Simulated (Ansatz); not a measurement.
Crystal: TiO2.

```xyz
3
Lattice="1.4973 0.8645 6.9815 -1.4973 0.8645 6.9815 0.0000 -1.7290 6.9815" Properties=species:S:1:pos:R:3 pbc="T T T"
Ti    0.0000    0.0000    0.0000
O     0.0000    0.0000    7.9492
O     0.0000    0.0000   12.9955
```

Measurements of this composition are mostly on another form, of space group No. 141.

Program: Ansatz 0.2.0. Alike in all runs: task single point; level HSE06 form with a typed share of exact exchange; potentials or basis Ansatz PAW; no spin polarisation; cell as given; k mesh 5 × 5 × 5; cutoff (eV) 420; smearing fermi-dirac 0.05 eV; the mesh is coarse, so values aren't converged.

Order these runs on this cell by their band gap on the k mesh, lowest first.
A. screening (1/Å) 0.2
B. screening (1/Å) 0.15
C. screening (1/Å) 0.1
D. screening (1/Å) 0.4
E. screening (1/Å) 0.3

D (3.86 eV), E (4.08 eV), A (4.37 eV), B (4.53 eV), C (4.71 eV).

Caveats: all runs use coarse meshes; odd divisions of the mesh miss points on the zone boundary, where band edges often lie, so the gap on the mesh can be too wide.

A k mesh can miss the band edges.
